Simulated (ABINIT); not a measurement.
# SiC (Moissanite) (P6_3mc) in ABINIT: convergence with k mesh

Aim: find how far k mesh must go before the results for SiC (Moissanite) settle, at PBE. This setting moves, with any that are tied to it; all else stays.

Program: ABINIT 10.8.3 (patched build). These are calculated values, not measurements. Logs are shortened: lines on timing, memory, paths and dates and some standing lists are left out, and cuts for length are marked. The log counts tension as positive stress, the text compression.

## Step 1: The structure

Symmetry: P6_3mc, No. 186, hexagonal system. Conventional cell: a = 3.076 Å, b = 3.076 Å, c = 5.048 Å, α = 90.00°, β = 90.00°, γ = 120.00°. Si (site symmetry 3m) has 4 C at 1.87 to 1.94 Å as nearest neighbours. C (site symmetry 3m) is surrounded by 4 Si at 1.87 to 1.94 Å.

## Step 2: With k mesh 2 × 2 × 1

run.abi

```
# Pseudopotentials
pp_dirpath "./"
pseudos "Si.upf, C.upf"

# Structure
acell 3*1.0
rprim
     5.8127975593     0.0000000000     0.0000000000
    -2.9063987797     5.0340303534     0.0000000000
     0.0000000000     0.0000000000     9.5393374771
ntypat 2
znucl 14 6
natom 4
typat 1 1 2 2
xcart
     2.9063987800     1.6780101176     4.7696687386
    -0.0000000003     3.3560202358     0.0000000000
     2.9063987800     1.6780101176     8.4423136672
    -0.0000000003     3.3560202358     3.6726449287

# Plane-wave basis
ecut 1115.666836 eV

# k points
kptopt 1
ngkpt 2 2 1
nshiftk 1
shiftk 0.0 0.0 0.0

# Exchange and correlation
ixc 11

# Bands and occupations
nband 12
occopt 7
tsmear 0.00367493

# SCF cycle
nstep 100
tolvrs 1.0e-10

# Output
iomode 3
prtwf 0
prtden 0
prteig 0
prtebands 0
enunit 1
```

Potentials or basis: PseudoDojo NC SR PBE v0.5 standard.

Run with:

```console
abinit run.abi > log 2>&1
```

run.abo:

```text
.Version 10.8.3 of ABINIT
 Symmetries : space group P6_3 m c (#186); Bravais hP (primitive hexag.)
================================================================================
 Values of the parameters that define the memory need of the present run
     intxc =       0    ionmov =       0      iscf =       7    lmnmax =       6
     lnmax =       6     mgfft =      60  mpssoang =       3    mqgrid =    3001
     natom =       4  nloc_mem =       1    nspden =       1   nspinor =       1
    nsppol =       1      nsym =      12    n1xccc =    2501    ntypat =       2
    occopt =       7   xclevel =       2
       mpw =        1751          nfft =       77760          nkpt =           2
================================================================================
================================================================================

--------------------------------------------------------------------------------
------------- Echo of variables that govern the present computation ------------
--------------------------------------------------------------------------------
 -outvars: echo values of preprocessed input variables --------
            acell      1.0000000000E+00  1.0000000000E+00  1.0000000000E+00 Bohr
              amu      2.80855000E+01  1.20110000E+01
             ecut      4.10000000E+01 Hartree
           enunit           1
              ixc          11
         kptrlatt        2    0    0      0    2    0      0    0    1
          kptrlen      9.53933748E+00
            natom           4
            nband          12
            ngfft          36      36      60
             nkpt           2
            nstep         100
             nsym          12
           ntypat           2
           occopt           7
           prtden           0
        prtebands           0
           prteig           0
            prtwf           0
            rprim      5.8127975593E+00  0.0000000000E+00  0.0000000000E+00
                      -2.9063987797E+00  5.0340303534E+00  0.0000000000E+00
                       0.0000000000E+00  0.0000000000E+00  9.5393374771E+00
          spgroup         186
           tolvrs      1.00000000E-10
           tsmear      3.67493000E-03 Hartree
            typat      1  1  2  2
           xangst      1.5379999990E+00  8.8796471340E-01  2.5239999983E+00
                       8.8196240839E-12  1.7759294268E+00  0.0000000000E+00
                       1.5379999990E+00  8.8796471340E-01  4.4674799969E+00
                       8.8196240839E-12  1.7759294268E+00  1.9434799987E+00
            xcart      2.9063987797E+00  1.6780101178E+00  4.7696687386E+00
                       1.6666674052E-11  3.3560202356E+00  0.0000000000E+00
                       2.9063987797E+00  1.6780101178E+00  8.4423136672E+00
                       1.6666674052E-11  3.3560202356E+00  3.6726449287E+00
             xred      6.6666666668E-01  3.3333333333E-01  5.0000000000E-01
                       3.3333333334E-01  6.6666666667E-01  0.0000000000E+00
                       6.6666666668E-01  3.3333333333E-01  8.8500000000E-01
                       3.3333333334E-01  6.6666666667E-01  3.8500000000E-01
            znucl       14.00000    6.00000
[... 114 lines left out ...]
       0.333333333342      0.666666666667      0.000000000000
       0.666666666675      0.333333333333      0.884999999996
       0.333333333342      0.666666666667      0.384999999996
 rms dE/dt=  2.2728E-02; max dE/dt=  3.9367E-02; dE/dt below (all hartree)
    1       0.000000000000     -0.000000000000      0.039366513517
    2      -0.000000000000      0.000000000000      0.039366513517
    3       0.000000000000      0.000000000000     -0.039366688491
    4      -0.000000000000     -0.000000000000     -0.039366688491

 cartesian coordinates (angstrom) at end:
    1      1.53799999896131     0.88796471340201     2.52399999828481
    2      0.00000000000882     1.77592942680403     0.00000000000000
    3      1.53799999896131     0.88796471340201     4.46747999694638
    4      0.00000000000882     1.77592942680403     1.94347999866157

 cartesian forces (hartree/bohr) at end:
    1     -0.00000000000000     0.00000000000000    -0.00412676468343
    2      0.00000000000000    -0.00000000000000    -0.00412676468343
    3     -0.00000000000000    -0.00000000000000     0.00412676468343
    4      0.00000000000000     0.00000000000000     0.00412676468343
 frms,max,avg= 2.3825887E-03 4.1267647E-03   0.000E+00  0.000E+00  9.171E-09 h/b

 cartesian forces (eV/Angstrom) at end:
    1     -0.00000000000000     0.00000000000000    -0.21220677215414
    2      0.00000000000000    -0.00000000000000    -0.21220677215414
    3     -0.00000000000000    -0.00000000000000     0.21220677215414
    4      0.00000000000000     0.00000000000000     0.21220677215414
 frms,max,avg= 1.2251764E-01 2.1220677E-01   0.000E+00  0.000E+00  4.716E-07 e/A
 length scales=  1.000000000000  1.000000000000  1.000000000000 bohr
              =  0.529177210544  0.529177210544  0.529177210544 angstroms
 Fermi (or HOMO) energy (eV) =   8.93574   Average Vxc (eV)= -11.24962
 Eigenvalues (   eV  ) for nkpt=   2  k points:
 kpt#   1, nband= 12, wtk=  0.25000, kpt=  0.0000  0.0000  0.0000 (reduced coord)
  -8.50567   -4.95491   -1.53077    5.74018    5.74018    7.05300    7.05300    7.26655
  11.81850   13.26331   13.66115   13.66115
 prteigrs : prtvol=0 or 1, do not print more k-points.

--- !EnergyTerms
iteration_state     : {dtset: 1, }
comment             : Components of total free energy in Hartree
kinetic             :  1.20535705639858E+01
hartree             :  2.44723036623733E+00
xc                  : -7.58772168127958E+00
Ewald energy        : -2.08945946025903E+01
psp_core            :  1.56558245920616E+00
local_psp           : -8.44289715945207E+00
non_local_psp       :  3.77039023730393E-01
internal            : -2.04817910301623E+01
'-kT*entropy'       : -5.93512302818899E-18
total_energy        : -2.04817910301623E+01
total_energy_eV     : -5.57337926731215E+02
band_energy         :  6.77657072280347E-01
...

 Cartesian components of stress tensor (hartree/bohr^3)
  sigma(1 1)= -4.09395025E-04  sigma(3 2)=  0.00000000E+00
  sigma(2 2)= -4.09395025E-04  sigma(3 1)=  0.00000000E+00
  sigma(3 3)=  4.91645716E-04  sigma(2 1)=  5.16410398E-14

-Cartesian components of stress tensor (GPa)         [Pressure=  3.2083E+00 GPa]
- sigma(1 1)= -1.20448175E+01  sigma(3 2)=  0.00000000E+00
- sigma(2 2)= -1.20448175E+01  sigma(3 1)=  0.00000000E+00
- sigma(3 3)=  1.44647164E+01  sigma(2 1)=  1.51933185E-09

== END DATASET(S) ==============================================================
================================================================================

 -outvars: echo values of variables after computation  --------
            acell      1.0000000000E+00  1.0000000000E+00  1.0000000000E+00 Bohr
           etotal     -2.0481791030E+01
            fcart     -2.3161353855E-29  2.9418870542E-28 -4.1267646834E-03
                       1.6212947698E-28 -4.0116641649E-28 -4.1267646834E-03
                      -2.5477489240E-28 -3.2093313319E-28  4.1267646834E-03
                       1.1580676927E-28  4.2791084426E-28  4.1267646834E-03
            rprim      5.8127975593E+00  0.0000000000E+00  0.0000000000E+00
                      -2.9063987797E+00  5.0340303534E+00  0.0000000000E+00
                       0.0000000000E+00  0.0000000000E+00  9.5393374771E+00
           strten     -4.0939502512E-04 -4.0939502510E-04  4.9164571592E-04
                       0.0000000000E+00  0.0000000000E+00  5.1641039788E-14
           xangst      1.5379999990E+00  8.8796471340E-01  2.5239999983E+00
                       8.8196240839E-12  1.7759294268E+00  0.0000000000E+00
                       1.5379999990E+00  8.8796471340E-01  4.4674799969E+00
                       8.8196240839E-12  1.7759294268E+00  1.9434799987E+00
             xred      6.6666666668E-01  3.3333333333E-01  5.0000000000E-01
                       3.3333333334E-01  6.6666666667E-01  0.0000000000E+00
                       6.6666666668E-01  3.3333333333E-01  8.8500000000E-01
                       3.3333333334E-01  6.6666666667E-01  3.8500000000E-01
 Calculation completed.
```

Wall time 2.8 s (1 thread of Arm Neoverse V2, shared host); peak memory 0.07 GiB.

Results:

```yaml
Free_energy: -557.3379 eV
Pressure: 3.2 GPa
Largest_force: 0.212 eV/Å
Band_gap_on_the_k_mesh: 2.50 eV, indirect (least direct gap 3.95 eV)
Valence_electrons_inside_the_program's_atomic_spheres: Si 1.93; C 4.30
```

## Step 3: With k mesh 3 × 3 × 2

run.abi: that of step 2 with these lines changed.

```diff
@@ -25,3 +25,3 @@
 kptopt 1
-ngkpt 2 2 1
+ngkpt 3 3 2
 nshiftk 1
```

Potentials or basis: PseudoDojo NC SR PBE v0.5 standard.

Run with:

```console
abinit run.abi > log 2>&1
```

Run time: 6.7 s. Hardware: 1 thread of Arm Neoverse V2, shared host; peak memory 0.07 GiB.

The run converged. Its results:

| Property | Result |
| --- | --- |
| Free energy | -558.3811 eV |
| Pressure | 4.3 GPa |
| Largest force | 0.593 eV/Å |
| Band gap on the k mesh | 2.27 eV, indirect (least direct gap 4.35 eV) |
| Valence electrons inside the program's atomic spheres | Si 1.94; C 4.28 |

## Step 4: With k mesh 4 × 4 × 2

run.abi: that of step 3 with these lines changed.

```diff
@@ -25,3 +25,3 @@
 kptopt 1
-ngkpt 3 3 2
+ngkpt 4 4 2
 nshiftk 1
```

Run with:

```console
abinit run.abi > log 2>&1
```

It took 8.3 s on 1 thread of Arm Neoverse V2, shared host; peak memory 0.07 GiB.

The run converged. Its results:

* Free energy: -558.7522 eV
* Pressure: 3.9 GPa
* Largest force: 0.691 eV/Å
* Band gap on the k mesh: 2.58 eV, indirect (least direct gap 4.07 eV)
* Valence electrons inside the program's atomic spheres: Si 1.94; C 4.26

## Step 5: With k mesh 6 × 6 × 3

run.abi: that of step 4 with these lines changed.

```diff
@@ -25,3 +25,3 @@
 kptopt 1
-ngkpt 4 4 2
+ngkpt 6 6 3
 nshiftk 1
```

Run with:

```console
abinit run.abi > log 2>&1
```

Wall time 15 s (1 thread of Arm Neoverse V2, shared host); peak memory 0.08 GiB.

The run converged. Its results:

```yaml
Free_energy: -558.8534 eV
Pressure: 3.7 GPa
Largest_force: 0.757 eV/Å
Band_gap_on_the_k_mesh: 2.33 eV, indirect (least direct gap 4.08 eV)
Valence_electrons_inside_the_program's_atomic_spheres: Si 1.94; C 4.26
```

## Step 6: With k mesh 8 × 8 × 4

run.abi: that of step 5 with these lines changed.

```diff
@@ -25,3 +25,3 @@
 kptopt 1
-ngkpt 6 6 3
+ngkpt 8 8 4
 nshiftk 1
```

Potentials or basis: PseudoDojo NC SR PBE v0.5 standard.

Run with:

```console
abinit run.abi > log 2>&1
```

It took 32 s on 1 thread of Arm Neoverse V2, shared host; peak memory 0.09 GiB.

It converged, with:

```
Free energy                                           : -558.8700 eV
Pressure                                              : 3.7 GPa
Largest force                                         : 0.757 eV/Å
Band gap on the k mesh                                : 2.59 eV, indirect (least direct gap 4.09 eV)
Valence electrons inside the program's atomic spheres : Si 1.94; C 4.26
```

## Step 7: With k mesh 9 × 9 × 4

run.abi: that of step 6 with these lines changed.

```diff
@@ -25,3 +25,3 @@
 kptopt 1
-ngkpt 8 8 4
+ngkpt 9 9 4
 nshiftk 1
```

Run with:

```console
abinit run.abi > log 2>&1
```

Wall time 39 s (1 thread of Arm Neoverse V2, shared host); peak memory 0.09 GiB.

The run converged. Its results:

- Free energy: -558.8707 eV
- Pressure: 3.7 GPa
- Largest force: 0.758 eV/Å
- Band gap on the k mesh: 2.33 eV, indirect (least direct gap 4.12 eV)
- Valence electrons inside the program's atomic spheres: Si 1.94; C 4.26

## Step 8: With k mesh 10 × 10 × 5

run.abi: that of step 7 with these lines changed.

```diff
@@ -25,3 +25,3 @@
 kptopt 1
-ngkpt 9 9 4
+ngkpt 10 10 5
 nshiftk 1
```

Run with:

```console
abinit run.abi > log 2>&1
```

Wall time 45 s (1 thread of Arm Neoverse V2, shared host); peak memory 0.1 GiB.

Results (log left out):

- Free energy: -558.8702 eV
- Pressure: 3.7 GPa
- Largest force: 0.760 eV/Å
- Band gap on the k mesh: 2.49 eV, indirect (least direct gap 4.09 eV)
- Valence electrons inside the program's atomic spheres: Si 1.94; C 4.26

## Step 9: With k mesh 12 × 12 × 6

run.abi: that of step 8 with these lines changed.

```diff
@@ -25,3 +25,3 @@
 kptopt 1
-ngkpt 10 10 5
+ngkpt 12 12 6
 nshiftk 1
```

Potentials or basis: PseudoDojo NC SR PBE v0.5 standard.

Run with:

```console
abinit run.abi > log 2>&1
```

Wall time 81 s (1 thread of Arm Neoverse V2, shared host); peak memory 0.12 GiB.

It converged, with:

* Free energy: -558.8705 eV
* Pressure: 3.7 GPa
* Largest force: 0.759 eV/Å
* Band gap on the k mesh: 2.33 eV, indirect (least direct gap 4.09 eV)
* Valence electrons inside the program's atomic spheres: Si 1.94; C 4.26

## Step 10: With k mesh 15 × 15 × 8

run.abi: that of step 9 with these lines changed.

```diff
@@ -25,3 +25,3 @@
 kptopt 1
-ngkpt 12 12 6
+ngkpt 15 15 8
 nshiftk 1
```

Run with:

```console
abinit run.abi > log 2>&1
```

Wall time 2.4 min (1 thread of Arm Neoverse V2, shared host); peak memory 0.16 GiB.

The run converged. Its results:

```
Free energy                                           : -558.8705 eV
Pressure                                              : 3.7 GPa
Largest force                                         : 0.760 eV/Å
Band gap on the k mesh                                : 2.33 eV, indirect (least direct gap 4.10 eV)
Valence electrons inside the program's atomic spheres : Si 1.94; C 4.26
```

## Step 11: The series at a glance

```csv
k mesh,"energy less the tightest run, at zero smearing (meV/atom)",pressure (GPa),largest force (eV/Å),gap on the mesh (eV),SCF cycles,CPU time (s),peak memory (GiB)
2 × 2 × 1,383.14,3.21,0.212,2.500,9,2.8,0.07
3 × 3 × 2,122.34,4.35,0.593,2.267,9,6.7,0.07
4 × 4 × 2,29.57,3.89,0.691,2.577,10,8.3,0.07
6 × 6 × 3,4.28,3.68,0.757,2.328,9,15,0.08
8 × 8 × 4,0.12,3.67,0.757,2.588,10,32,0.09
9 × 9 × 4,-0.07,3.67,0.758,2.332,10,39,0.09
10 × 10 × 5,0.06,3.67,0.760,2.489,10,45,0.1
12 × 12 × 6,0.00,3.67,0.759,2.332,10,81,0.12
15 × 15 × 8,0.00,3.67,0.760,2.332,10,140,0.16
```

Against the tightest run, the energy stays within 1 meV/atom from 8 × 8 × 4 on; the pressure stays within 0.1 GPa from 6 × 6 × 3 on; the largest force stays within 0.005 eV/Å from 6 × 6 × 3 on; the gap on the mesh stays within 0.01 eV from 12 × 12 × 6 on. Meshes of other sizes hit other points, so gaps and Fermi surfaces needn't settle smoothly. The tightest run that finished is the yardstick and may itself not be fully converged.

Caveats: an odd mesh through Γ misses points on the zone boundary, where band edges often lie.
